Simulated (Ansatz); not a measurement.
# ZnO (zincite) (P6_3mc) in Ansatz: notebook

Runs on ZnO (zincite). Level: PBE. Tasks: single point.

Everything below comes from runs of Ansatz 0.2.0. Logs are shortened: lines on timing, memory, paths and dates and some standing lists are left out, and cuts for length are marked.

**Measured values to compare with.**

From “Electronic structure of alkaline earth and post-transition metal oxides”, 2009, arxiv:0908.1581, for a bulk crystal of ZnO: band gap 3.37 eV.

The results are compared with them further down.

## (1) Starting point

Symmetry: P6_3mc, No. 186, hexagonal system. Conventional cell: a = 3.249 Å, b = 3.249 Å, c = 5.206 Å, α = 90.00°, β = 90.00°, γ = 120.00°. Zn (site symmetry 3m) is surrounded by 4 O at 1.97 to 1.98 Å. O (site symmetry 3m) has 4 Zn at 1.97 to 1.98 Å as nearest neighbours.

## (2) Single point, PBE

input.yaml

```yaml
crystal:
  lattice:
    - [3.249308, 0.0, 0.0]
    - [-1.624654, 2.8139832727, 0.0]
    - [0.0, 0.0, 5.205709]
  atoms:
    - { symbol: Zn, position: [0.6666666667, 0.3333333333, 0.0] }
    - { symbol: Zn, position: [0.3333333333, 0.6666666667, 0.5] }
    - { symbol: O, position: [0.3333333333, 0.6666666667, 0.87901] }
    - { symbol: O, position: [0.6666666667, 0.3333333333, 0.37901] }
hamiltonian:
  xc: pbe
  pseudopotentials: { kind: paw }
kpoints:
  mp_grid: { grid: [9, 9, 5] }
scf:
  occupations: { method: gaussian, width: 0.013 }
output:
  forces: true
  stress: true
  eigenvalues: true
  write_density: true
  write_potential: true
  elf: true
  volumetric_format: npy
```

Potentials or basis: Ansatz PAW.

Command:

```console
$ ansatz run input.yaml --threads 2 --pin off --max-ram 5632MiB --backend cpu --events-out ev --progress --plain --runs-dir out
```

What it wrote:

```text
Warning: RAYON_NUM_THREADS=2 ignored (pool sized by the plan → 2); use --threads N
Engine: ansatz 0.2.0, x86_64-unknown-linux-gnu
Pseudopotentials: kind: paw
Pseudopotential: Zn, paw, valence charge 12, recommended cutoff 420 eV (normal), Zn.paw.azcp
Pseudopotential: O, paw, valence charge 6, recommended cutoff 420 eV (normal), O.paw.azcp
Functional definition: PBE
  parameter kappa = 0.804
  parameter beta = 0.06672455060314922
  exchange = pbe_x(kappa = kappa, mu = beta*pi^2/3)
  correlation = pbe_c(beta = beta)
Crystal: 4 atoms, lattice volume = 47.598 Å³
Basis set: ecut = 420 eV, 941 PW (Γ), exchange–correlation on 48×48×72 points (8 copies of the dense FFT grid, shifted against one another)
Bands: 22, of which v1, the nominal top of the filled ones, is band 18 counted from 1 (17 counted from 0)
Symmetry: 12 space group operations
Space group: P63mc (ITA 186), of the structure as read, at distance tolerance 3.6e-5 Å
k-points: 36 of 405 (time reversal used)
Non-local potential: Zn, projectors of the file, l = 0: 2, l = 1: 2, l = 2: 3, l = 3: 1
Non-local potential: O, projectors of the file, l = 0: 2, l = 1: 2, l = 2: 1
PAW form: soft (Blöchl's): semilocal exchange-correlation on the pseudo side does not see the compensation charge
PAW one-centre angular grid: Zn, 590 points (default); XC on 64 Gauss nodes
PAW one-centre angular grid: O, 110 points (default); XC on 64 Gauss nodes
Initial density: superposition of atomic densities (neutral atoms: chi_scale 0, normalization atom), corrected by the library's trained network
Initial wavefunctions: pseudopotential atomic-orbital guess
Functional: x = pbe(κ = 0.804, μ = 0.2195149727645171), c = pbe(β = 0.06672455060314922)
SCF iter   1: F=—  HF=-7773.665034 eV  |F-HF|=—  |Δ(HF+E_count)|=         —  Δρ=6.59e-4  dr2=6.16e-5  ethr=1.77e-3  ⟨swp⟩=6.0  Hψ=3610  notcnv=0
preconditioner: auto → Resta (q_TF=auto, 2.604 Å⁻¹)  ε∞=7.5  [insulator: Δε(μ)=0.806 eV  Ē_g=12.691 eV  σ=0.013 eV  W_gap=1.00  n_scr=22 (ndim 8)  ℏωp=32.3 eV  f_vac=0.035  D(μ)=0.00/eV (n_scr^D=0)  ε∞_Penn≈7.5]
SCF iter   2: F=—  HF=-7773.666244 eV  |F-HF|=—  |Δ(HF+E_count)|=   1.21e-3  Δρ=4.12e-4  dr2=2.70e-5  ethr=1.71e-7  ⟨swp⟩=2.9  Hψ=2172  notcnv=0
SCF iter   3: F=—  HF=-7773.666320 eV  |F-HF|=—  |Δ(HF+E_count)|=   7.65e-5  Δρ=2.38e-4  dr2=1.18e-5  ethr=7.50e-8  ⟨swp⟩=2.0  Hψ=1368  notcnv=0
SCF iter   4: F=—  HF=-7773.666358 eV  |F-HF|=—  |Δ(HF+E_count)|=   3.76e-5  Δρ=1.06e-4  dr2=2.28e-6  ethr=3.27e-8  ⟨swp⟩=2.0  Hψ=1338  notcnv=0
SCF iter   5: F=—  HF=-7773.666366 eV  |F-HF|=—  |Δ(HF+E_count)|=   8.61e-6  Δρ=2.86e-5  dr2=2.10e-7  ethr=6.33e-9  ⟨swp⟩=2.0  Hψ=1380  notcnv=0
SCF iter   6: F=-7773.666367 eV  HF=-7773.666367 eV  |F-HF|=3.46e-8  |Δ(HF+E_count)|=   6.71e-7  Δρ=1.52e-5  dr2=7.97e-8  ethr=2.78e-10  ⟨swp⟩=9.0  Hψ=5978  notcnv=0
SCF 1 converged in 6 iterations: F = -7773.666367 eV  dr2 = 7.97e-8
SCF converged after 6 iterations
Free energy (F): -7773.666367 eV
Harris-Foulkes:  -7773.666367 eV  (|F-HF|=3.46e-8)
Internal energy: -7773.666367 eV  (E = F + TS)
E sigma→0 (E₀):  -7773.666367 eV
Fermi energy:    7.624015 eV
--- Per-component energies (eV) ---
  E_band       = 65.615260
  E_kinetic    = 611.974957
  E_local      = -4003.455497  (includes V_loc(G=0)·N_el)
  E_nonlocal   = 1335.429411
  E_hartree    = 1645.557067
  E_xc         = -420.048978
  E_vxc        = -289.987086  (∫ρ·V_xc dr)
  E_paw        = -3980.532826  (= ΣΔE_a)
  E_vpaw       = -879.460994  (= ΣTr[D̂ρ^β])
  E_aug_tail   = 0.004244  (compensation charges beyond the density's cutoff)
  E_ewald      = -2962.594745
  E_smearing   = -0.000000  (= −TS)
  E_closure    = -0.000000  (closes the sum)
  Σ components = -7773.666367   (vs F -7773.666367, Δ=0.00e0)
--- Forces (eV/Å), atoms counted from 1 ---
  atom   1  Zn    -0.00000000     0.00000000    -0.06997553
  atom   2  Zn     0.00000000    -0.00000000    -0.06997553
  atom   3  O     -0.00000000     0.00000000     0.06994193
  atom   4  O      0.00000000    -0.00000000     0.06994193
  max |Σ_I F_I| component: 6.72e-5 eV/Å
--- Stress (GPa, compression-positive) ---
        4.347660       0.000000      -0.000000
        0.000000       4.347660      -0.000000
       -0.000000       0.000000       6.050579
  P = ⅓ Tr σ = 4.9153 GPa (49.153 kbar)
--- Band table (eV; the first three rows and the last of 36) ---
  k-point 0: bands = ["-10.8513", "-10.1177", "1.5263", "1.5263", "1.5655", "1.6115", "1.7236", "1.7236", "2.6961", "2.6961", "2.9097", "2.9097", "3.1768", "6.4114", "6.4114", "7.1491", "7.2216", "7.2216", "8.0263", "12.4528", "15.4876", "20.0994"]
  k-point 1: bands = ["-10.7848", "-10.1914", "1.4520", "1.4933", "1.5363", "1.5363", "1.6948", "1.6948", "2.7241", "2.7241", "2.8980", "2.8980", "3.6141", "6.4384", "6.4903", "6.4903", "7.1457", "7.1457", "8.8639", "12.1200", "15.7887", "20.0909"]
  k-point 2: bands = ["-10.6071", "-10.3806", "1.3075", "1.3540", "1.5709", "1.5709", "1.6309", "1.6309", "2.7902", "2.7902", "2.8573", "2.8573", "4.5067", "5.4819", "6.6958", "6.6958", "6.9463", "6.9463", "10.0893", "11.2528", "16.6822", "18.1722"]
  k-point 35: bands = ["-9.9911", "-9.9911", "1.5246", "1.5246", "1.6454", "1.8476", "2.2872", "2.2872", "2.6870", "2.7239", "3.1932", "3.1932", "3.5445", "3.5445", "4.2449", "4.8439", "5.9328", "5.9328", "15.1701", "15.1834", "15.1834", "15.2940"]
```

It took 7.2 s on 2 threads of Intel Xeon at 2.50GHz (Skylake/Cascade Lake), shared host; peak memory 0.38 GiB.

What came out:

```
Free energy            : -7773.6664 eV
Pressure               : 4.9 GPa
Largest force          : 0.070 eV/Å
Band gap on the k mesh : 0.80 eV, direct
```

Forces on the atoms (eV/Å):
```
Zn   0.000  0.000 -0.070
Zn   0.000  0.000 -0.070
O    0.000  0.000  0.070
O    0.000  0.000  0.070
```

Stress tensor (GPa, compression positive):
```
4.35 0.00 0.00
0.00 4.35 0.00
0.00 0.00 6.05
```

Caveat: odd divisions of the mesh miss points on the zone boundary, where band edges often lie, so the gap on the mesh can be too wide; the pressure holds a Pulay correction of +0.7 GPa for the finite cutoff.

## (3) Single point, PBE

Edit input.yaml of step 2 so:

```diff
@@ -16,3 +16,3 @@
 scf:
-  occupations: { method: gaussian, width: 0.013 }
+  occupations: { method: gaussian, width: 0.014 }
 output:
```

Potentials or basis: Ansatz PAW.

Command:

```console
$ ansatz run input.yaml --threads 2 --pin off --max-ram 5632MiB --backend cpu --events-out ev --progress --plain --runs-dir out
```

What it wrote:

```text
Warning: RAYON_NUM_THREADS=2 ignored (pool sized by the plan → 2); use --threads N
[... 9 set-up lines as earlier in the session ...]
Crystal: 4 atoms, lattice volume = 47.598 Å³
Basis set: ecut = 420 eV, 941 PW (Γ), exchange–correlation on 48×48×72 points (8 copies of the dense FFT grid, shifted against one another)
Bands: 22, of which v1, the nominal top of the filled ones, is band 18 counted from 1 (17 counted from 0)
[... 2 set-up lines as earlier in the session ...]
k-points: 36 of 405 (time reversal used)
[... 8 set-up lines as earlier in the session ...]
SCF iter   1: F=—  HF=-7773.665034 eV  |F-HF|=—  |Δ(HF+E_count)|=         —  Δρ=6.59e-4  dr2=6.16e-5  ethr=1.77e-3  ⟨swp⟩=6.0  Hψ=3610  notcnv=0
preconditioner: auto → Resta (q_TF=auto, 2.604 Å⁻¹)  ε∞=7.5  [insulator: Δε(μ)=0.806 eV  Ē_g=12.691 eV  σ=0.014 eV  W_gap=1.00  n_scr=22 (ndim 8)  ℏωp=32.3 eV  f_vac=0.035  D(μ)=0.00/eV (n_scr^D=0)  ε∞_Penn≈7.5]
SCF iter   2: F=—  HF=-7773.666244 eV  |F-HF|=—  |Δ(HF+E_count)|=   1.21e-3  Δρ=4.12e-4  dr2=2.70e-5  ethr=1.71e-7  ⟨swp⟩=2.9  Hψ=2157  notcnv=0
SCF iter   3: F=—  HF=-7773.666320 eV  |F-HF|=—  |Δ(HF+E_count)|=   7.65e-5  Δρ=2.38e-4  dr2=1.18e-5  ethr=7.50e-8  ⟨swp⟩=2.0  Hψ=1368  notcnv=0
SCF iter   4: F=—  HF=-7773.666358 eV  |F-HF|=—  |Δ(HF+E_count)|=   3.76e-5  Δρ=1.06e-4  dr2=2.28e-6  ethr=3.27e-8  ⟨swp⟩=2.0  Hψ=1338  notcnv=0
SCF iter   5: F=—  HF=-7773.666366 eV  |F-HF|=—  |Δ(HF+E_count)|=   8.61e-6  Δρ=2.86e-5  dr2=2.10e-7  ethr=6.33e-9  ⟨swp⟩=2.0  Hψ=1380  notcnv=0
SCF iter   6: F=-7773.666367 eV  HF=-7773.666367 eV  |F-HF|=3.46e-8  |Δ(HF+E_count)|=   6.71e-7  Δρ=1.52e-5  dr2=7.98e-8  ethr=2.78e-10  ⟨swp⟩=9.0  Hψ=5978  notcnv=0
SCF 1 converged in 6 iterations: F = -7773.666367 eV  dr2 = 7.98e-8
SCF converged after 6 iterations
Free energy (F): -7773.666367 eV
Harris-Foulkes:  -7773.666367 eV  (|F-HF|=3.46e-8)
Internal energy: -7773.666367 eV  (E = F + TS)
E sigma→0 (E₀):  -7773.666367 eV
Fermi energy:    7.624027 eV
--- Per-component energies (eV) ---
  E_band       = 65.615261
  E_kinetic    = 611.974958
  E_local      = -4003.455497  (includes V_loc(G=0)·N_el)
  E_nonlocal   = 1335.429411
  E_hartree    = 1645.557067
  E_xc         = -420.048978
  E_vxc        = -289.987087  (∫ρ·V_xc dr)
  E_paw        = -3980.532826  (= ΣΔE_a)
  E_vpaw       = -879.460995  (= ΣTr[D̂ρ^β])
  E_aug_tail   = 0.004244  (compensation charges beyond the density's cutoff)
  E_ewald      = -2962.594745
  E_smearing   = -0.000000  (= −TS)
  E_closure    = 0.000000  (closes the sum)
  Σ components = -7773.666367   (vs F -7773.666367, Δ=0.00e0)
--- Forces (eV/Å), atoms counted from 1 ---
  atom   1  Zn     0.00000000     0.00000000    -0.06997553
  atom   2  Zn     0.00000000    -0.00000000    -0.06997553
  atom   3  O     -0.00000000     0.00000000     0.06994193
  atom   4  O      0.00000000    -0.00000000     0.06994193
  max |Σ_I F_I| component: 6.72e-5 eV/Å
--- Stress (GPa, compression-positive) ---
        4.347660       0.000000       0.000000
        0.000000       4.347660       0.000000
        0.000000      -0.000000       6.050579
  P = ⅓ Tr σ = 4.9153 GPa (49.153 kbar)
--- Band table (eV; the first three rows and the last of 36) ---
  k-point 0: bands = ["-10.8513", "-10.1177", "1.5263", "1.5263", "1.5655", "1.6115", "1.7236", "1.7236", "2.6961", "2.6961", "2.9097", "2.9097", "3.1768", "6.4114", "6.4114", "7.1491", "7.2216", "7.2216", "8.0263", "12.4528", "15.4876", "20.0994"]
  k-point 1: bands = ["-10.7848", "-10.1914", "1.4520", "1.4933", "1.5363", "1.5363", "1.6948", "1.6948", "2.7241", "2.7241", "2.8980", "2.8980", "3.6141", "6.4384", "6.4903", "6.4903", "7.1457", "7.1457", "8.8639", "12.1200", "15.7887", "20.0909"]
  k-point 2: bands = ["-10.6071", "-10.3806", "1.3075", "1.3540", "1.5709", "1.5709", "1.6309", "1.6309", "2.7902", "2.7902", "2.8573", "2.8573", "4.5067", "5.4819", "6.6958", "6.6958", "6.9463", "6.9463", "10.0893", "11.2528", "16.6822", "18.1722"]
  k-point 35: bands = ["-9.9911", "-9.9911", "1.5246", "1.5246", "1.6454", "1.8476", "2.2872", "2.2872", "2.6870", "2.7239", "3.1932", "3.1932", "3.5445", "3.5445", "4.2449", "4.8439", "5.9328", "5.9328", "15.1701", "15.1834", "15.1834", "15.2940"]
```

v_z.tsv:

```text
# z_ang	v_es[eV]	v_tot[eV]
# format = ansatz-planar-average/11
# xc	pbe
# density_cutoff_ev	1680
# datasets	Zn=:simpson_from_first_knot:soft	O=:simpson_from_first_knot:soft
# lattice	3.249308000	0.000000000	0.000000000
# lattice	-1.624654000	2.813983273	0.000000000
# lattice	0.000000000	0.000000000	5.205709000
# sites	4
# site	30	1.624654000	0.937994424	0.000000000
# site	30	0.000000000	1.875988848	2.602854500
# site	8	0.000000000	1.875988848	4.575870268
# site	8	1.624654000	0.937994424	1.973015768
0.000000	-7.272164e-1	-1.402856e1
0.144603	4.274949e-1	-1.203767e1
0.289206	1.578411e0	-9.844070e0
0.433809	3.202337e0	-6.938933e0
0.578412	5.114296e0	-3.702046e0
0.723015	7.180527e0	-4.655491e-1
[... 28 lines left out ...]
4.916503	-2.630703e0	-1.656362e1
5.061106	-2.030075e0	-1.584512e1
```

Run time: 6.1 s. Hardware: 2 threads of Intel Xeon at 2.50GHz (Skylake/Cascade Lake), shared host; peak memory 0.38 GiB.

Results:

| Quantity | Value |
| --- | --- |
| Free energy | -7773.6664 eV |
| Pressure | 4.9 GPa |
| Largest force | 0.070 eV/Å |
| Band gap on the k mesh | 0.80 eV, direct |

Forces on the atoms (eV/Å):
```
Zn   0.000  0.000 -0.070
Zn   0.000  0.000 -0.070
O    0.000  0.000  0.070
O    0.000  0.000  0.070
```

Stress tensor (GPa, compression positive):
```
4.35 0.00 0.00
0.00 4.35 0.00
0.00 0.00 6.05
```

Levels at points of the mesh, in eV from the valence-band top:
| k point | band 16 | band 17 | band 18 | band 19 | band 20 | band 21 |
| --- | --- | --- | --- | --- | --- | --- |
| (0.00, 0.00, 0.00) | -0.07 | 0.00 | 0.00 | 0.80 | 5.23 | 8.27 |

Caveat: odd divisions of the mesh miss points on the zone boundary, where band edges often lie, so the gap on the mesh can be too wide; the pressure holds a Pulay correction of +0.7 GPa for the finite cutoff.

(Continued in part 2 of 2.)
